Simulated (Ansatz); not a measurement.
# Relaxing CdI2-type MnO₂

Computed with Ansatz (plane waves, PAW, 420 eV cutoff): PBE+U (U_eff = 3.9 eV on Mn 3d), scalar-relativistic, collinear spin, 10×10×6 k-mesh, Gaussian smearing of 0.05 eV; PAW files: Ansatz's generated set soft_2.

The start was a prototype's sites filled with these elements. The Crystallography Open Database lists the compound in space groups Pnma, I4/m, P42/mnm, so this is a trial structure.

The first cell:

```
CELL_PARAMETERS angstrom
2.73327 0.00000 0.00000
-1.36663 2.36708 0.00000
0.00000 0.00000 4.40932
ATOMIC_POSITIONS crystal
Mn 0.00000 0.00000 0.00000
O 0.33333 0.66667 0.25200
O 0.66667 0.33333 0.74800
```

Moments typed, the run going on from the state of an earlier one (μB, in the order of the atoms): 3.0, 0.0, 0.0.

The runs in order:

```tsv
run	level	k-mesh	kind	V (Å³/atom)	P (GPa)	E − E(final) (meV/atom)	gap on the mesh (eV)	largest moment (μB)
1	PBE+U	10×10×6	fixed cell	9.51	11.4	209.7	1.61	2.76
2	PBE+U	10×10×6	shape and atoms relaxed, volume fixed	9.51	14.3	80.0	1.32	2.76
3	PBE+U	10×10×6	shape and atoms relaxed, volume fixed	10.42	5.2	27.4	1.38	2.82
4	PBE+U	10×10×6	shape and atoms relaxed, volume fixed	11.23	2.0	8.9	1.55	2.85
5	PBE+U	10×10×6	shape and atoms relaxed, volume fixed	12.03	0.3	2.5	1.65	2.86
6	PBE+U	10×10×6	shape and atoms relaxed, volume fixed	12.18	0.6	1.7	1.71	2.86
7	PBE+U	10×10×6	shape and atoms relaxed, volume fixed	12.79	-0.1	0.4	1.75	2.87
8	PBE+U	10×10×6	shape and atoms relaxed, volume fixed	12.68	0.3	0.5	1.77	2.86
9	PBE+U	10×10×6	shape and atoms relaxed, volume fixed	12.76	0.1	0.4	1.76	2.86
10	PBE+U	10×10×6	shape and atoms relaxed, volume fixed	12.86	0.1	0.3	1.77	2.86
11	PBE+U	10×10×6	shape and atoms relaxed, volume fixed	13.09	0.1	0.1	1.80	2.86
12	PBE+U	10×10×6	shape and atoms relaxed, volume fixed	13.85	-0.4	0.2	1.82	2.87
13	PBE+U	10×10×6	shape and atoms relaxed, volume fixed	13.19	0.6	0.1	1.84	2.85
14	PBE+U	10×10×6	shape and atoms relaxed, volume fixed	13.56	0.0	0.0	1.84	2.86
```

At this volume the pressure is -0.04 GPa.

The final structure (symmetry read at 0.01 Å). Symmetry: P-3m1, No. 164, trigonal system. Conventional cell: a = 2.920 Å, b = 2.920 Å, c = 5.507 Å, α = 90.00°, β = 90.00°, γ = 120.00°. Around Mn (site symmetry -3m) lie 6 O at 1.94 Å. Around O (site symmetry 3m) lie 3 Mn at 1.94 Å. (Neighbours are counted to 15 % beyond the shortest distance.)

```csv
atom,site,symmetry,x,y,z
Mn,1a,-3m.,0.0000,0.0000,0.0000
O,2d,3m.,0.3333,0.6667,0.1729
```

Of 4 converged starts of the open shells, 4 reached the lowest state found. Among 6 magnetic starts the lowest energy, to 0.5 meV/atom, came from: ferromagnetic; antiferromagnetic, doubled cell, propagation vector (0, 0, 1/2); small parallel starting moments. The next state (antiferromagnetic, doubled cell, propagation vector (0, 1/2, 1/2)) lies 19.9 meV/atom higher. At the final geometry the gap, band path included, is 1.84 eV and the site spin moments are Mn 2.86; O -0.14 μB. The runs in the table took roughly 13 core-minutes.

**Reading the result.**

Shannon's ionic radii give a check on the bond lengths: Mn⁴⁺ with 6 neighbours 0.53 Å + O²⁻ 1.36 Å = 1.89 Å against a computed mean of 1.94 Å. Sums and bonds agree within 3 %, so ion sizes set the bond lengths.

Open d and f shells can converge to several self-consistent states; this is the one that the run reached. Site moments are of spin, integrated over atomic spheres. The structure is built of weakly bound layers, and this functional has no dispersion term, so their spacing and all that hangs on it (volume, the soft elastic constants, low modes, dielectric constants) are poorly given.
